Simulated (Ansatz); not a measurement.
# TiO2 (Imma) in Ansatz: band structure with PBEsol+U

Aim: the band structure of TiO2 with PBEsol+U.

All numbers are computed with Ansatz 0.2.0; they aren't measurements. Logs are shortened: lines on timing, memory, paths and dates and some standing lists are left out, and cuts for length are marked.

**1. The structure**

The structure is orthorhombic, space group Imma (No. 74). Conventional cell: a = 5.946 Å, b = 6.575 Å, c = 6.575 Å, α = 90.00°, β = 90.00°, γ = 90.00°. Ti (site symmetry 2/m) has 6 O at 1.96 to 2.00 Å as nearest neighbours. Ti (site symmetry mm2) has 6 O at 1.94 to 2.00 Å as nearest neighbours. O (site symmetry m) has 3 Ti at 1.94 to 2.00 Å as nearest neighbours. Around O (site symmetry m) lie 3 Ti at 1.96 to 2.00 Å.

The cell is a database's computed one.

**2. Band structure, PBEsol+U**

Contents of input.yaml:

```yaml
crystal:
  lattice:
    - [-2.97316, 3.287369, 3.287402]
    - [2.97316, -3.287369, 3.287402]
    - [2.97316, 3.287369, -3.287402]
  atoms:
    - { symbol: Ti, position: [0.0, 0.5, 0.0] }
    - { symbol: Ti, position: [0.0, 0.0, 0.5] }
    - { symbol: Ti, position: [0.495245, 0.245245, 0.25] }
    - { symbol: Ti, position: [0.504755, 0.754755, 0.75] }
    - { symbol: O, position: [0.695081, 0.69523, 0.500149] }
    - { symbol: O, position: [0.695081, 0.194932, 0.999851] }
    - { symbol: O, position: [0.804516, 0.749617, 0.054899] }
    - { symbol: O, position: [0.194718, 0.749617, 0.445101] }
    - { symbol: O, position: [0.805282, 0.250383, 0.554899] }
    - { symbol: O, position: [0.304919, 0.805068, 0.000149] }
    - { symbol: O, position: [0.195484, 0.250383, 0.945101] }
    - { symbol: O, position: [0.304919, 0.30477, 0.499851] }
hamiltonian:
  xc: pbesol
  pseudopotentials: { kind: paw }
  hubbard: { sites: [{ species: Ti, l: d, u_eff: 6.0 }] }
kpoints:
  mp_grid: { grid: [6, 6, 6] }
  band_path:
    path:
      - [[0.0, 0.0, 0.0], [-0.5, 0.0, 0.0], [-0.5, -0.5, 0.5], [0.0, 0.0, 0.0], [0.4544894662, -0.4544894662, -0.4544894662], [-0.25, -0.25, -0.25], [0.0, -0.5, 0.0], [-0.4544894662, -0.5455105338, 0.4544894662], [-0.5, -0.5, 0.5]]
      - [[-0.5, 0.0, 0.0], [-0.25, -0.25, -0.25]]
    npoints: 10
scf:
  occupations: { method: fermi_dirac, width: 0.05 }
  n_extra_bands: 30
output:
  forces: true
  stress: true
  eigenvalues: true
  fatbands: false
```

Potentials or basis: Ansatz PAW.

On the command line:

```console
$ ansatz run input.yaml --threads 4 --pin off --max-ram 11264MiB --backend cpu --events-out ev --progress --plain --runs-dir out
```

The program printed:

```text
Warning: RAYON_NUM_THREADS=4 ignored (pool sized by the plan → 4); use --threads N
Ti: projections on atomic orbitals take those of the free atom [Ne] 3s2 3p6 3d2 4s2, of charge +0.00 (hamiltonian.pseudopotentials.projection_atoms); the dataset's partial waves leave at most 4.1e-7 of an orbital's norm unspanned inside its sphere
O: projections on atomic orbitals take those of the free atom [He] 2s2 2p4, of charge +0.00 (hamiltonian.pseudopotentials.projection_atoms); the dataset's partial waves leave at most 1.9e-8 of an orbital's norm unspanned inside its sphere
scf.n_extra_bands = 30 over 48 filled bands (N_el = 96.0): the run solves 78 bands
Engine: ansatz 0.2.0, aarch64-unknown-linux-gnu
Pseudopotentials: kind: paw
Pseudopotential: Ti, paw, valence charge 12, recommended cutoff 420 eV (normal), Ti.paw.azcp
Pseudopotential: O, paw, valence charge 6, recommended cutoff 420 eV (normal), O.paw.azcp
Functional definition: PBEsol
  exchange = pbesol_x
  correlation = pbesol_c
Crystal: 12 atoms, lattice volume = 128.523 Å³
Basis set: ecut = 420 eV, 2497 PW (Γ), exchange–correlation on 80×80×80 points (8 copies of the dense FFT grid, shifted against one another)
Bands: 78, of which v1, the nominal top of the filled ones, is band 48 counted from 1 (47 counted from 0)
Symmetry: 8 space group operations
Space group: Imma (ITA 74), of the structure as read, at distance tolerance 5.0e-5 Å
k-points: 46 of 216
Non-local potential: Ti, projectors of the file, l = 0: 3, l = 1: 2, l = 2: 3, l = 3: 1
Non-local potential: O, projectors of the file, l = 0: 2, l = 1: 2, l = 2: 1
[... 37 lines left out ...]
  E_hubbard    = 18.329603  (on-site DFT+U / exact-exchange correction)
  E_vhub       = 12.728870  (the Hubbard potential's part of the band-sum identity)
  E_paw        = -5291.797076  (= ΣΔE_a)
  E_vpaw       = -940.543194  (= ΣTr[D̂ρ^β])
  E_aug_tail   = 0.020585  (compensation charges beyond the density's cutoff)
  E_ewald      = -7117.352114
  E_core_change = 0.839841  (= ΣΔE_core)
  E_smearing   = -0.000000  (= −TS)
  E_closure    = 0.000000  (closes the sum)
  Σ components = -14379.645782   (vs F -14379.645782, Δ=0.00e0)
--- Forces (eV/Å), atoms counted from 1 ---
  atom   1  Ti    -0.00000000     0.00000000     0.00000000
  atom   2  Ti     0.00000000     0.00000000    -0.00000000
  atom   3  Ti    -0.00000000     0.00000000     0.16768547
  atom   4  Ti     0.00000000     0.00000000    -0.16768547
  atom   5  O     -0.02716300    -0.00000000    -0.10206472
  atom   6  O      0.02716300     0.00000000    -0.10206472
  atom   7  O     -0.00000000     0.11548635     0.03223331
  atom   8  O      0.00000000    -0.11548635     0.03223331
  atom   9  O     -0.00000000     0.11548635    -0.03223331
  atom  10  O     -0.02716300     0.00000000     0.10206472
  atom  11  O      0.00000000    -0.11548635    -0.03223331
  atom  12  O      0.02716300    -0.00000000     0.10206472
  max |Σ_I F_I| component: 4.16e-17 eV/Å
--- Stress (GPa, compression-positive) ---
        0.865535       0.000000       0.000000
        0.000000      -4.412408      -0.000000
        0.000000      -0.000000      -4.320204
  P = ⅓ Tr σ = -2.6224 GPa (-26.224 kbar)
--- Band table (eV; the first three rows and the last of 46) ---
  k-point 0: bands = ["-49.2169", "-49.1986", "-49.1746", "-49.1679", "-25.7405", "-25.7347", "-25.5391", "-25.5378", "-25.4242", "-25.4171", "-25.4154", "-25.4108", "-25.4104", "-25.4079", "-25.3630", "-25.3351", "-9.0788", "-7.7060", "-7.6233", "-7.6231", "-7.4649", "-7.4636", "-7.2155", "-7.2137", "3.3774", "3.9385", "4.3214", "4.3235", "4.5931", "4.5943", "4.6599", "5.3171", "5.3176", "5.5570", "5.5589", "6.1597", "6.1620", "6.3546", "6.3570", "6.9839", "7.9420", "7.9478", "8.2838", "8.3607", "8.3608", "8.5781", "8.5786", "9.1314", "11.6912", "11.7815", "12.1684", "12.1770", "12.1982", "12.3044", "12.3117", "12.5747", "12.5834", "13.0019", "13.0118", "13.1059", "13.6479", "14.5043", "14.5092", "14.5262", "14.5308", "15.2413", "15.2457", "16.1376", "16.2798", "19.9214", "19.9251", "20.1326", "20.1358", "22.2432", "22.2510", "23.0812", "23.2270", "23.2274"]
  k-point 1: bands = ["-49.2143", "-49.1977", "-49.1774", "-49.1707", "-25.7164", "-25.7091", "-25.5316", "-25.5250", "-25.4389", "-25.4340", "-25.4150", "-25.4090", "-25.4042", "-25.4033", "-25.3869", "-25.3626", "-8.9629", "-7.6896", "-7.6797", "-7.5965", "-7.5316", "-7.4489", "-7.2670", "-7.2432", "3.5423", "4.0589", "4.2949", "4.3888", "4.5782", "4.6187", "4.7803", "5.2167", "5.2299", "5.5168", "5.6738", "6.3207", "6.3440", "6.4008", "6.5556", "6.8206", "7.7700", "7.8421", "7.8715", "8.1923", "8.3011", "8.3260", "8.4123", "9.0304", "11.8292", "12.0069", "12.1164", "12.1516", "12.2992", "12.3096", "12.4084", "12.5392", "12.8248", "12.9002", "12.9147", "13.2887", "13.5607", "14.0181", "14.4990", "14.5816", "15.0043", "15.0606", "15.1221", "16.0216", "16.6491", "20.1339", "20.2407", "20.2739", "20.3789", "22.0306", "22.4828", "23.0770", "23.2957", "23.5786"]
  k-point 2: bands = ["-49.2065", "-49.1943", "-49.1849", "-49.1782", "-25.6496", "-25.6392", "-25.5145", "-25.4939", "-25.4648", "-25.4592", "-25.4465", "-25.4427", "-25.4145", "-25.4081", "-25.4048", "-25.3990", "-8.6491", "-7.8610", "-7.6556", "-7.6450", "-7.5230", "-7.4480", "-7.3838", "-7.3189", "3.8582", "4.3278", "4.4613", "4.5220", "4.5747", "4.7669", "4.7873", "5.0765", "5.4363", "5.4907", "5.8786", "6.0812", "6.6365", "6.6415", "6.6543", "6.9043", "6.9330", "7.2357", "7.6469", "7.8853", "8.0318", "8.0556", "8.3203", "8.7362", "11.9907", "12.0477", "12.0713", "12.4540", "12.4593", "12.5533", "12.5993", "12.6515", "12.7008", "12.8473", "13.0251", "13.3462", "13.7053", "13.7154", "14.4133", "14.5214", "14.6216", "14.8662", "15.3276", "15.6975", "17.7101", "19.8218", "20.8723", "20.8973", "20.9945", "22.0514", "22.9666", "23.2319", "23.4619", "23.5617"]
  k-point 45: bands = ["-49.2058", "-49.1990", "-49.1729", "-49.1662", "-25.7414", "-25.7356", "-25.5484", "-25.5473", "-25.4231", "-25.4160", "-25.4146", "-25.4096", "-25.4046", "-25.4020", "-25.3517", "-25.3463", "-8.2981", "-8.2965", "-7.5836", "-7.5823", "-7.5463", "-7.5460", "-7.3455", "-7.3437", "3.6524", "3.6553", "4.6079", "4.6124", "5.2575", "5.2576", "5.2707", "5.2708", "5.6119", "5.6119", "6.1082", "6.1097", "6.1487", "6.1522", "6.9732", "6.9774", "7.2111", "7.2146", "7.6198", "7.6217", "7.6646", "7.6670", "7.8915", "7.8939", "11.5945", "11.5994", "12.1926", "12.1941", "12.5330", "12.5356", "12.9205", "12.9295", "13.0530", "13.0610", "13.2986", "13.3021", "14.1314", "14.1372", "14.4559", "14.4632", "14.5281", "14.5324", "15.2227", "15.2298", "19.7542", "19.7563", "20.8511", "20.8527", "21.2597", "21.2632", "23.0334", "23.0386", "23.7485", "23.7489"]
Occupation matrices written to <dir>
```

It took 16 s on 4 threads of Arm Neoverse V2, shared host; peak memory 1.1 GiB.

What came out:

```yaml
Free_energy: -14379.6458 eV
Pressure: -2.6 GPa
Largest_force: 0.168 eV/Å
Band_gap_on_the_k_mesh: 2.46 eV
Band_gap_along_the_path: 2.46 eV
```

Forces in eV/Å, atoms in the order of the input:
```
Ti   0.000  0.000  0.000
Ti   0.000  0.000  0.000
Ti   0.000  0.000  0.168
Ti   0.000  0.000 -0.168
O   -0.027  0.000 -0.102
O    0.027  0.000 -0.102
O    0.000  0.115  0.032
O    0.000 -0.115  0.032
O    0.000  0.115 -0.032
O   -0.027  0.000  0.102
O    0.000 -0.115 -0.032
O    0.027  0.000  0.102
```

Levels at the corners of the path, in eV from the valence-band top:
```
point  band 45  band 46  band 47  band 48  band 49  band 50  band 51  band 52
    Γ    -0.77    -0.55    -0.55     0.00     2.56     2.65     3.04     3.05
    X    -1.10    -1.09    -0.78    -0.78     2.59     2.59     3.06     3.06
    M    -1.47    -1.46    -1.24    -1.24     2.46     2.47     3.06     3.06
    Γ    -0.77    -0.55    -0.55     0.00     2.56     2.65     3.04     3.05
    Z    -1.52    -1.51    -1.27    -1.26     2.50     2.51     3.06     3.06
    P    -0.85    -0.85    -0.84    -0.84     3.11     3.11     3.11     3.11
    N    -1.24    -1.24    -0.69    -0.67     2.87     2.87     3.13     3.15
   Z1    -1.52    -1.51    -1.27    -1.26     2.50     2.51     3.06     3.06
    M    -1.47    -1.46    -1.24    -1.24     2.46     2.47     3.06     3.06
    X    -1.10    -1.09    -0.78    -0.78     2.59     2.59     3.06     3.06
    P    -0.85    -0.85    -0.84    -0.84     3.11     3.11     3.11     3.11
```

Eigenvalues of the final occupation matrices:
```csv
site,spin,trace,eigenvalues
site 1,1,1.00,0.11 0.14 0.14 0.29 0.31
site 2,1,1.00,0.11 0.14 0.14 0.29 0.31
site 3,1,1.00,0.11 0.14 0.14 0.29 0.31
site 4,1,1.00,0.11 0.14 0.14 0.29 0.31
```

Caveat: the pressure holds a Pulay correction of +0.8 GPa for the finite cutoff; the PAW data sets come from PBE, with cores solved anew for the run's functional, which leaves a small shift of forces and pressure.
